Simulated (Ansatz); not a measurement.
## Co: equation of state with r2SCAN

The system is Co.

```
Co
1.0
     2.47056    0.00000    0.00000
    -1.23528    2.13957    0.00000
     0.00000    0.00000    8.08823
Co
4
Direct
  0.66667 0.33333 0.75000
  0.00000 0.00000 0.50000
  0.33333 0.66667 0.25000
  0.00000 0.00000 0.00000
```

```json
{
 "Program": "Ansatz 0.2.0",
 "Task": "equation of state",
 "Functional": "r2SCAN",
 "Potentials or basis": "Ansatz PAW",
 "Cutoff": "500 eV",
 "Density cutoff": "2000 eV",
 "k mesh": "12 × 12 × 4",
 "Occupations": "fermi-dirac, width 0.05 eV",
 "Spin": "collinear spin, ferromagnetic start",
 "Starting moments": "[2.0, 2.0, 2.0, 2.0] μB"
}
```

The equilibrium volume is 10.67 Å³/atom, the bulk modulus at fixed shape and positions is 233 GPa and the pressure derivative of the bulk modulus is 5.0.

Energy against volume, from the lowest point:
```tsv
volume (Å³/atom)	energy (meV/atom)
10.047	30.00
10.261	12.45
10.475	2.74
10.688	0.00
10.902	3.45
11.116	12.41
11.330	26.18
```

All runs of the series together: 4.4 min on 2 threads of Intel(R) Xeon(R) Platinum 8488C (Sapphire Rapids), on a shared host.

Caveat: the magnetic or orbital state may not be the lowest; the cell was scaled at fixed shape and fractional positions, which overstates the stiffness of a crystal with free parameters, most of all of layers and chains; the PAW data sets were made with another functional, which shifts forces and pressure a little.
